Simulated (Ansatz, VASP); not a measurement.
Zn: VASP beside Ansatz

```xyz
1
Lattice="2.4525 0.0000 0.0000 0.0000 2.4612 0.0000 0.0000 0.0000 2.7029" Properties=species:S:1:pos:R:3 pbc="T T T"
Zn    0.0000    0.0000    0.0000
```

Alike in both runs: task single point; functional PBE; k mesh 8 × 8 × 6; occupations gaussian, width 0.1 eV; no spin polarisation.

```csv
,VASP,Ansatz
version,VASP 6.6.1,Ansatz 0.2.0
potentials or method,"VASP PAW PBE potentials, release 64 (Zn)","scalar-relativistic, plane waves, PAW"
plane-wave cutoff (eV),520,420
valence electrons in the cell,12,12
```

```tsv
	VASP	Ansatz	Ansatz less VASP
gap on the k mesh at the Fermi level (eV)	none	none	-
pressure (GPa)	7.9	7.8	-0.14
largest component of the traceless stress (GPa)	8.31	8.16	-0.145
```

A gap of «none» marks a metal or a gap that the smearing closes. The functional is the same, so the differences come from potentials, cutoffs and numerics.

Caveats: the k mesh is coarse (spacing up to 0.39 Å⁻¹), so the values aren't converged.
